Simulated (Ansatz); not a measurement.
# InSe under changes of volume

One of the cells (29.237 Å³/atom); the others are scaled copies at fixed shape and fractional positions:

```
In Se
1.0
     2.00000    1.15470    8.44000
    -2.00000    1.15470    8.44000
     0.00000   -2.30940    8.44000
In Se
2 2
Direct
  0.88860 0.88860 0.88860
  0.00000 0.00000 0.00000
  0.17190 0.17190 0.17190
  0.38350 0.38350 0.38350
```

- Program: Ansatz 0.2.0
- Functional: PBE
- Potentials or basis: PseudoDojo standard (PBE files)
- Cutoff: 1170 eV
- Density cutoff: 4680 eV
- k mesh: 8 × 8 × 8
- Occupations: fermi-dirac, width 0.05 eV
- Spin: no spin polarisation

```csv
volume (Å³/atom),energy over the lowest point (meV/atom),pressure (GPa),gap on the mesh (eV),largest force (eV/Å)
27.483,?,?,?,?
28.068,43.90,5.4,0.55,0.605
28.652,26.79,4.0,0.49,0.458
29.237,14.30,2.8,0.43,0.372
29.822,5.95,1.8,0.38,0.291
30.406,1.31,0.8,0.33,0.214
30.991,0.00,-0.1,0.29,0.168
```

Question: What does the run at 27.483 Å³/atom give?

Answer: Energy over the lowest point 66.16 meV/atom; pressure 6.9 GPa; gap on the mesh 0.61 eV; largest force 0.795 eV/Å.

Worked out: A Birch-Murnaghan fit of order 3 (a polynomial in V^(-2/3)) to the other rows has its minimum at 30.95 Å³/atom with B0 = V·E''(V) = 43 GPa and B' = 4.8 at fixed shape and positions, which overstates the stiffness. It gives 66.22 meV/atom at 27.483 Å³/atom, against the run's 66.16, and -dE/dV = 6.9 GPa, against 6.9. A straight line through the other rows of the gap, of slope -2.64 eV per unit of ln V (its deformation potential), extrapolates to 0.60 eV, against the run's 0.61.

Energies are extrapolated to zero smearing.

Caveats: spin-orbit coupling is left out, which moves the levels of the heavy elements.

A mesh can miss the band edges.
